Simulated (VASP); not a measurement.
# K in VASP: reference runs

Aim: a first look at K with PBE, on the cell as given.

All numbers are computed with VASP 6.6.1; they aren't measurements. Logs are shortened: lines on timing, memory, paths and dates and some standing lists are left out, and cuts for length are marked.

### Step 1. The undisturbed slab

The cell holds a slab with vacuum, 3 atoms: a = 4.535 Å, b = 4.535 Å, c = 22.405 Å, α = 90.00°, β = 90.00°, γ = 109.47°.

The slab is cut from a database's or a generator's crystal, which needn't be the stable form of the element.

### Step 2. Single point, PBE (the (1 1 0) slab of K, cut from the database cell, not relaxed)

INCAR

```
SYSTEM = K
PREC = Accurate
ENCUT = 520
EDIFF = 1E-7
ISMEAR = -1
SIGMA = 0.05
LREAL = .FALSE.
LASPH = .TRUE.
NELM = 100
ALGO = Normal
ISIF = 2
LWAVE = .FALSE.
LCHARG = .FALSE.
LDIPOL = .TRUE.
IDIPOL = 3
DIPOL = 0.5 0.5 0.500
GGA = PE
NBANDS = 20
```

KPOINTS

```
regular mesh
0
G
  6 6 1
  0 0 0
```

POSCAR

```
K
1.0
    4.5345090142      0.0000000000      0.0000000000
   -1.5115030047      4.2751760977      0.0000000000
    0.0000000000      0.0000000000     22.4048222126
K
3
Direct
    0.5000000000      0.5000000000      0.3347493646
    0.0000000000      0.0000000000      0.5000000000
    0.5000000000      0.5000000000      0.6652506354
```

Potentials or basis: VASP PAW PBE potentials, release 64 (K_sv).

Command:

```sh
$ cat potpaw_PBE.64/K_sv/POTCAR > POTCAR
$ mpirun -np 1 vasp_std > vasp.out
```

OUTCAR:

```text
SYSTEM = K
   PREC = Accurate
   ENCUT = 520
   EDIFF = 1E-7
   ISMEAR = -1
   LREAL = .FALSE.
   LASPH = .TRUE.
   NELM = 100
   ISIF = 2
   GGA = PE

 ion  position               nearest neighbor table
   1  0.500  0.500  0.335-
   2  0.000  0.000  0.500-
   3  0.500  0.500  0.665-

  LATTYP: Found a base centered orthorhombic cell.
 ALAT       =     5.2360000000
 B/A-ratio  =     1.4142135624
 C/A-ratio  =     4.2789958389

  Lattice vectors:

 A1 = (   4.5345090142,   0.0000000000,   0.0000000000)
 A2 = (  -1.5115030047,   4.2751760977,   0.0000000000)
 A3 = (   0.0000000000,   0.0000000000,  22.4048222126)

Analysis of symmetry for initial positions (statically):
=====================================================================
 Subroutine PRICEL returns:
 Original cell was already a primitive cell.

 Routine SETGRP: Setting up the symmetry group for a
 base centered orthorhombic supercell.

 Subroutine GETGRP returns: Found  8 space group operations
 (whereof  8 operations were pure point group operations)
 out of a pool of  8 trial point group operations.

The static configuration has the point symmetry D_2h.

Analysis of symmetry for dynamics (positions and initial velocities):
=====================================================================
 Subroutine PRICEL returns:
 Original cell was already a primitive cell.

 Routine SETGRP: Setting up the symmetry group for a
 base centered orthorhombic supercell.

 Subroutine GETGRP returns: Found  8 space group operations
 (whereof  8 operations were pure point group operations)
 out of a pool of  8 trial point group operations.

The dynamic configuration has the point symmetry D_2h.

 Subroutine INISYM returns: Found  8 space group operations
 (whereof  8 operations are pure point group operations),
 and found     1 'primitive' translations

----------------------------------------------------------------------------------------

                                     Primitive cell

  volume of cell :     434.3360

  direct lattice vectors                    reciprocal lattice vectors
     4.534509014  0.000000000  0.000000000     0.220531042  0.077969498  0.000000000
    -1.511503005  4.275176098  0.000000000     0.000000000  0.233908493  0.000000000
     0.000000000  0.000000000 22.404822213     0.000000000  0.000000000  0.044633249

  length of vectors
     4.534509014  4.534509014 22.404822213     0.233908493  0.233908493  0.044633249

  position of ions in fractional coordinates (direct lattice)
     0.500000000  0.500000000  0.334749365
     0.000000000  0.000000000  0.500000000
     0.500000000  0.500000000  0.665250635

  ion indices of the primitive-cell ions
   primitive index   ion index
                 1           1
                 2           2
                 3           3

----------------------------------------------------------------------------------------

 KPOINTS: regular mesh

Automatic generation of k-mesh.
 Grid dimensions read from file:
 generate k-points for:    6    6    1

 Generating k-lattice:

  Cartesian coordinates                     Fractional coordinates (reciprocal lattice)
     0.036755174  0.012994916  0.000000000     0.166666667  0.000000000  0.000000000
     0.000000000  0.038984749  0.000000000     0.000000000  0.166666667  0.000000000
     0.000000000  0.000000000  0.044633249     0.000000000  0.000000000  1.000000000

  Length of vectors
     0.038984749  0.038984749  0.044633249

  Shift w.r.t. Gamma in fractional coordinates (k-lattice)
     0.000000000  0.000000000  0.000000000

 Subroutine IBZKPT returns following result:
 ===========================================

 Found     13 irreducible k-points:

 Following reciprocal coordinates:
            Coordinates               Weight
  0.000000  0.000000  0.000000      1.000000
  0.166667  0.000000  0.000000      4.000000
  0.333333  0.000000  0.000000      4.000000
  0.500000  0.000000  0.000000      2.000000
  0.166667  0.166667  0.000000      2.000000
  0.333333  0.166667  0.000000      4.000000
  0.500000  0.166667  0.000000      4.000000
 -0.333333  0.166667  0.000000      4.000000
 -0.166667  0.166667  0.000000      2.000000
  0.333333  0.333333  0.000000      2.000000
  0.500000  0.333333  0.000000      4.000000
 -0.333333  0.333333  0.000000      2.000000
  0.500000  0.500000  0.000000      1.000000
   k-points           NKPTS =     13   k-points in BZ     NKDIM =     13   number of bands    NBANDS=     20
   number of dos      NEDOS =    301   number of ions     NIONS =      3
   total plane-waves  NPLWV = 217728
   dimension x,y,z NGX =    36 NGY =   36 NGZ =  168
   dimension x,y,z NGXF=    72 NGYF=   72 NGZF=  336
   ions per type =               3
   NGX,Y,Z   is equivalent  to a cutoff of  13.20, 13.20, 12.47 a.u.
   NGXF,Y,Z  is equivalent  to a cutoff of  26.40, 26.40, 24.93 a.u.
 SYSTEM =  K
   PREC   = accura    normal or accurate (medium, high low for compatibility)
   ISTART =      0    job   : 0-new  1-cont  2-samecut
   ICHARG =      2    charge: 1-file 2-atom 10-const
   ISPIN  =      1    spin polarized calculation?
   LNONCOLLINEAR =      F non collinear calculations
   LSORBIT =      F    spin-orbit coupling
   LASPH  =      T    aspherical Exc in radial PAW
   ENCUT  =  520.0 eV  38.22 Ry    6.18 a.u.   8.43  8.43 41.66*2*pi/ulx,y,z
   NELM   =    100;   NELMIN=  2; NELMDL= -5     # of ELM steps
   EDIFF  = 0.1E-06   stopping-criterion for ELM
   LREAL  =      F    real-space projection
   EDIFFG = 0.1E-05   stopping-criterion for IOM
   NSW    =      0    number of steps for IOM
   IBRION =     -1    ionic relax: 0-MD 1-quasi-New 2-CG
   NFREE  =      0    steps in history (QN), initial steepest desc. (CG)
   ISIF   =      2    stress and relaxation
   ISYM   =      2    0-nonsym 1-usesym 2-fastsym
   POTIM  = 0.5000    time-step for ionic-motion
   TEBEG  =    0.0;   TEEND  =   0.0 temperature during run
   PSTRESS=    0.0 pullay stress
   NELECT =      27.0000    total number of electrons
   NUPDOWN=      -1.0000    fix difference up-down
   EMIN   =  10.00;   EMAX   =-10.00  energy-range for DOS
   EFERMI =   0.00;   METHOD = LEGACY
   ISMEAR =    -1;   SIGMA  =   0.05  broadening in eV -4-tet -1-fermi 0-gaus
   EFERMI_NEDOS =   21; number of points for ismear=-14 and -15
   IALGO  =     38    algorithm
   IMIX   =      4    mixing-type and parameters
     AMIX     =   0.40;   BMIX     =  1.00
     AMIX_MAG =   1.60;   BMIX_MAG =  1.00
  volume/ion in A,a.u.               =     144.78       977.01
  Fermi-wavevector in a.u.,A,eV,Ry     =   0.648516  1.225518  5.722247  0.420573
  Thomas-Fermi vector in A             =   1.717174
   LORBIT       =      0    0 simple, 1 ext, 2 COOP (PROOUT), +10 PAW based schemes
   GGA     = PE    functional components
   LHFCALC =     F    Hartree Fock is set to
   AEXX    =    0.0000 exact exchange contribution
   IVDW    =     0    specifies the selected vdW correction
   LEPSILON=     F    determine dielectric tensor
   LRPA    =     F    only Hartree local field effects (RPA)
 non-spin polarized calculation
  energy-cutoff  :      520.00
  volume of cell :      434.34
 maximum number of plane-waves:     11730
 NGX is ok and might be reduce to    36
   NGX = 17   NGY = 17   NGZ = 83

 number of electron      26.9999999 magnetization

 dipolmoment           0.000000      0.000000     -0.000000 electrons x Angstroem

 Free energy of the ion-electron system (eV)
  ---------------------------------------------------
  ext. energy  EPLUGINS =         0.00000000
  ---------------------------------------------------
  free energy    TOTEN  =        -2.88644271 eV

  energy without entropy =       -2.86599505  energy(sigma->0) =       -2.87621888

 E-fermi :  -1.1690     XC(G=0):  -3.4391

 val. band max:       -1.2702166872   @ k =   0.5000   0.1667   0.0000
 cond. band min:      -1.0930726356   @ k =   0.3333   0.1667   0.0000
 fundamental gap:      0.1771440516
 Fermi energy:        -1.1690212977

 k-point     1 :       0.0000    0.0000    0.0000
  band No.  band energies     occupation
      1     -33.5038      2.00000
      2     -33.5038      2.00000
      3     -33.3026      2.00000
      4     -17.0026      2.00000
      5     -16.9998      2.00000
      6     -16.9535      2.00000
[... 12 lines left out ...]
     19       1.2407      0.00000
     20       2.0557      0.00000

 k-point     2 :       0.1667    0.0000    0.0000
  band No.  band energies     occupation
      1     -33.5032      2.00000
      2     -33.5032      2.00000
      3     -33.3020      2.00000
      4     -17.0005      2.00000
      5     -16.9987      2.00000
      6     -16.9643      2.00000
[... 12 lines left out ...]
     19       1.3862      0.00000
     20       1.6177      0.00000

 k-point     3 :       0.3333    0.0000    0.0000
  band No.  band energies     occupation
      1     -33.5021      2.00000
      2     -33.5021      2.00000
      3     -33.3009      2.00000
      4     -16.9966      2.00000
      5     -16.9962      2.00000
      6     -16.9909      2.00000
[... 12 lines left out ...]
     19       1.0313      0.00000
     20       1.4958      0.00000

 k-point     4 :       0.5000    0.0000    0.0000
  band No.  band energies     occupation
      1     -33.5015      2.00000
      2     -33.5015      2.00000
      3     -33.3003      2.00000
      4     -17.0044      2.00000
      5     -17.0033      2.00000
      6     -16.9956      2.00000
[... 176 lines left out ...]
 k-point    12 :      -0.3333    0.3333    0.0000
  band No.  band energies     occupation
      1     -33.5007      2.00000
      2     -33.5007      2.00000
      3     -33.2995      2.00000
      4     -16.9950      2.00000
      5     -16.9950      2.00000
      6     -16.9939      2.00000
[... 12 lines left out ...]
     19       1.2742      0.00000
     20       1.8150      0.00000

 k-point    13 :       0.5000    0.5000    0.0000
  band No.  band energies     occupation
      1     -33.4997      2.00000
      2     -33.4997      2.00000
      3     -33.2985      2.00000
      4     -17.0106      2.00000
      5     -17.0103      2.00000
      6     -16.9913      2.00000
[... 12 lines left out ...]
     19       0.9333      0.00000
     20       1.9232      0.00000

------------------------ aborting loop because EDIFF is reached ----------------------------------------

 vacuum level on the upper side and lower side of the slab       (xc-potential included)        -0.491        -0.491

  FORCE on cell =-STRESS in cart. coord.  units (eV):
  Direction    XX          YY          ZZ          XY          YZ          ZX
  --------------------------------------------------------------------------------------
  -------------------------------------------------------------------------------------
  Total       -0.0322863     -0.1582225      0.0909943     -0.1781006      0.0000000      0.0000000
  in kB       -0.1190978     -0.5836508      0.3356595     -0.6569772      0.0000000      0.0000000
  external PRESSURE =      -0.1223630 kB  Pullay stress =       0.0000000 kB

 VOLUME and BASIS-vectors are now :
 -----------------------------------------------------------------------------
  energy-cutoff  :      520.00
  volume of cell :      434.34
      direct lattice vectors                 reciprocal lattice vectors
     4.534509014  0.000000000  0.000000000     0.220531042  0.077969498  0.000000000
    -1.511503005  4.275176098  0.000000000     0.000000000  0.233908493  0.000000000
     0.000000000  0.000000000 22.404822213     0.000000000  0.000000000  0.044633249

 POSITION                                       TOTAL-FORCE (eV/Angst)
 -----------------------------------------------------------------------------------
      1.51150      2.13759      7.50000         0.000000      0.000000     -0.015125
      0.00000      0.00000     11.20241        -0.000000      0.000000      0.000000
      1.51150      2.13759     14.90482         0.000000      0.000000      0.015125
 -----------------------------------------------------------------------------------
    total drift:                                0.000000     -0.000000      0.000000

  FREE ENERGIE OF THE ION-ELECTRON SYSTEM (eV)
  ---------------------------------------------------
  free  energy   TOTEN  =        -2.8864427111 eV

  energy  without entropy=       -2.8659950478  energy(sigma->0) =       -2.87621888

 vacuum level on the upper side and lower side of the slab         0.824         0.824
```

Run time: 1.8 min. Hardware: 1 thread of Intel Xeon Platinum 8488C (Sapphire Rapids), shared host; peak memory 0.51 GiB.

Results:

```
Free energy            : -2.8864 eV
Largest force          : 0.015 eV/Å
Band gap on the k mesh : none (metal or under the smearing width)
```

Forces on the atoms (eV/Å):
```
K    0.000  0.000 -0.015
K    0.000  0.000  0.000
K    0.000  0.000  0.015
```
